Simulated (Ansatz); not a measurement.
# Si on Nb(100): change of the work function, part 3 of 3

Aim: the work function of Nb(100) at several coverages of Si (hollow site), and the dipole that each adsorbate carries.

Ansatz 0.2.0; plane-wave DFT, RPBE, Ansatz PAW.

So far, work function, upper face (eV): step 2 (the clean slab) 3.45; step 6 (the covered slab, k-mesh 9×9×1, coverage 1 ML) 4.40; step 8 (the slab at 0.25 ML, atoms frozen) 4.28; step 9 (the substrate of the 0.25 ML cell alone) 3.50; step 10 (the adsorbate layer of the 0.25 ML cell alone) 4.56.

**11. Where the charge went at 0.25 ML (continued)**

The electrons moved below z oscillates, so the rows of the table below give means over windows of 1 Å about each position, cut where the curve ends. Its maxima inside the range that stand out by 2 % of the span (Å: e/Å²): 9.9: 8.5e-5, 11.9: 8.7e-5, 14.0: 4.2e-4, 17.5: 0.00116. Its minima: 9.2: -1.0e-4, 11.2: -2.6e-4, 13.1: -3.6e-4, 15.9: -0.00366.

Planar mean, whole system less its parts. Electrons moved below z against z; means over each step:

```
z (Å)  electrons moved below z (e/Å²)
    4                          3.0e-7
    5                          2.0e-6
    6                          1.2e-5
    7                          5.0e-5
    8                          6.2e-5
    9                         -3.6e-5
   10                          3.9e-5
   11                         -1.9e-4
   12                          7.3e-6
   13                         -2.4e-4
   14                          1.6e-4
   15                        -0.00233
   16                        -0.00308
   17                          3.0e-4
   18                          7.9e-4
   19                          2.1e-4
   20                          3.9e-5
   21                          6.0e-6
   22                          8.3e-7
   23                          1.4e-7
```

**12. Varying the input**

This step: plane-wave DFT, RPBE, Ansatz PAW (Ansatz 0.2.0).

System of this step: Si/Nb(100). The cell holds 6 atoms: 5 Nb and 1 Si. Its edges and angles: a = 3.300 Å, b = 3.300 Å, c = 26.198 Å, α = 90.0°, β = 90.0°, γ = 90.0°. Vacuum lies along c.

A run with a changed input: it repeats the earlier run at 1 ML with basis.ecutrho_ratio to 9 and scf.mixing.preconditioner to none.

The input, input.yaml:

```yaml
crystal:
  lattice:
    - [3.3, 0.0, 0.0]
    - [0.0, 3.3, 0.0]
    - [0.0, 0.0, 26.1984365615]
  atoms:
    - { symbol: Nb, position: [0.0, 0.0, 0.34353195] }
    - { symbol: Nb, position: [0.5, 0.5, 0.4065128076] }
    - { symbol: Nb, position: [0.0, 0.0, 0.4704112922] }
    - { symbol: Nb, position: [0.5, 0.5, 0.5356217721] }
    - { symbol: Nb, position: [0.0, 0.0, 0.591548868] }
    - { symbol: Si, position: [0.5, 0.5, 0.65646805] }
kpoints:
  mp_grid: { grid: [9, 9, 1] }
hamiltonian:
  xc: rpbe
scf:
  occupations: { method: fermi_dirac, width: 0.1 }
  convergence: { dr2_threshold: 1.0e-08 }
  mixing: { preconditioner: none }
efield:
  axis: 3
  dipole_correction: true
  ramp_position: 0.97
  ramp_width: 0.06
relax:
  f_tol: 0.02
  max_steps: 60
  constraints: [{ sites: [0, 1] }]
output:
  bader: true
  write_potential: true
  write_density: true
  volumetric_format: npy
basis:
  ecutrho_ratio: 9
```

Run with:

```sh
$ ansatz run input.yaml --threads 4 --pin off --max-ram 12288MiB --backend cpu --events-out ev --progress --plain --runs-dir out
```

Elapsed: 64 s, on 4 threads of Arm Neoverse V1, shared host; peak memory 0.83 GiB; 4.2 min of CPU time.

Relaxation path:

```
step  energy less that of the first step (eV)  largest force component (eV/Å)
   1                                   0.0000                          2.2996
   2                                  -0.5116                          1.1338
   3                                  -0.6515                          0.5019
   4                                  -0.6614                          0.2065
   5                                  -0.6671                          0.0216
   6                                  -0.6672                          0.0006
```

The run keeps the 8 symmetry operations that it works with, so distortions that break them were not tested.

The atoms that moved most (Å):

```
atom     dx     dy      dz  length
 Si6  0.000  0.000  -0.417   0.417
 Nb5  0.000  0.000   0.198   0.198
 Nb4  0.000  0.000  -0.039   0.039
 Nb3  0.000  0.000  -0.025   0.025
```

The relaxed structure:

```cif
data_structure
_symmetry_space_group_name_H-M 'P 1'
_symmetry_Int_Tables_number 1
_cell_length_a 3.3000
_cell_length_b 3.3000
_cell_length_c 26.1984
_cell_angle_alpha 90.000
_cell_angle_beta 90.000
_cell_angle_gamma 90.000
_cell_volume 285.30
loop_
_atom_site_label
_atom_site_type_symbol
_atom_site_fract_x
_atom_site_fract_y
_atom_site_fract_z
_atom_site_occupancy
Nb1 Nb 0.00000 0.00000 0.34353 1
Nb2 Nb 0.50000 0.50000 0.40651 1
Nb3 Nb 0.00000 0.00000 0.46944 1
Nb4 Nb 0.50000 0.50000 0.53412 1
Nb5 Nb 0.00000 0.00000 0.59910 1
Si6 Si 0.50000 0.50000 0.64055 1
```

This step gave:

| Quantity | Value |
| --- | --- |
| energy at zero smearing | -23433.0204 eV |
| work function, upper face | 4.400 eV |
| work function, lower face | 3.588 eV |
| dipole along the normal | -0.04886 e·Å |
| step between the vacuum levels | 0.8118 eV |

```
                      quantity  this run  earlier run  difference
work function, upper face (eV)     4.400        4.400      2.1e-4
work function, lower face (eV)     3.588        3.588     -1.9e-4
 dipole along the normal (e·Å)  -0.04886     -0.04883     -2.4e-5
```

Nothing in the table moves by 0.01 in its unit (for the dipole 0.5 % and 5e-5 e·Å). The run took 98 SCF cycles against 52.

First to last step the energy falls by 0.667 eV; the largest move, 0.42 Å, is that of Si6.

**13. The same run with other settings**

System of this step: Nb(100). The cell holds 5 atoms: 5 Nb. Its edges and angles: a = 3.300 Å, b = 3.300 Å, c = 24.600 Å, α = 90.0°, β = 90.0°, γ = 90.0°. Vacuum lies along c.

An input spoilt on purpose, to show how the run answers: it repeats the earlier run at 0 ML with efield.amplitude to 0 and efield.dipole_correction from true to false, and scf.max_iter set to 50.

The input, input.yaml:

```yaml
crystal:
  lattice:
    - [3.3, 0.0, 0.0]
    - [0.0, 3.3, 0.0]
    - [0.0, 0.0, 24.6]
  atoms:
    - { symbol: Nb, position: [0.0, 0.0, 0.3658536585] }
    - { symbol: Nb, position: [0.5, 0.5, 0.4329268293] }
    - { symbol: Nb, position: [0.0, 0.0, 0.5] }
    - { symbol: Nb, position: [0.5, 0.5, 0.5670731707] }
    - { symbol: Nb, position: [0.0, 0.0, 0.6341463415] }
kpoints:
  mp_grid: { grid: [9, 9, 1] }
hamiltonian:
  xc: rpbe
scf:
  occupations: { method: fermi_dirac, width: 0.1 }
  convergence: { dr2_threshold: 1.0e-08 }
  max_iter: 50
efield:
  axis: 3
  dipole_correction: false
  ramp_position: 0.97
  ramp_width: 0.06
  amplitude: 0
relax:
  f_tol: 0.02
  max_steps: 60
  constraints: [{ sites: [0, 1] }]
output:
  write_potential: true
  write_density: true
  volumetric_format: npy
```

The job ended after 0.03 s (4 threads; peak memory 0.031 GiB).

The program refused the input before any cycle.

The program's message: “Error: invalid value for `efield.amplitude`: is zero with dipole_correction: false — the section would apply nothing; set a non-zero amplitude, enable dipole_correction, or remove the block”

The fault put into the input: a field block that applies nothing.

**14. What came out**

| Item | Value |
| --- | --- |
| work function of the clean face | 3.45 eV |
| work function at 0.11 ML | 3.81 eV |
| work function at 0.25 ML | 4.28 eV |
| work function at 0.5 ML | 4.92 eV |
| work function at 1 ML | 4.40 eV |
| dipole per adsorbate at 0.11 ML, positive end outwards | -0.92 D |
| step of the potential from the moved charge at 0.25 ML, upper less lower side, atoms held | 0.759 eV |

What this shows: Si raises the work function of Nb(100) at the lowest coverage, by 0.36 eV: the adsorbate layer has its negative end outwards. The dipole per adsorbate falls from 0.92 to 0.27 D as the layer fills. Neighbouring dipoles depolarise each other, and heights and bonding change with coverage too. The slab has 5 layers, at the tabulated experimental lattice constant, one starting site was run, and quantum-size effects of a slab this thin can reach one or two tenths of an eV.

[Logs are printed without paths, hosts, clocks, repeated set-up lines and the standing remarks that a program may print on its own settings, such as how far it seeks lower states.]

[Hosts, paths, dates, database ids (printed as entryN), source tags and the programs' standing remarks are cut or masked in the printed files.]

[Maps of the electrostatic potential energy from Ansatz leave out the sawtooth potential of an applied field or a dipole correction, so their vacuum need not be flat; planar profiles and work functions include it.]
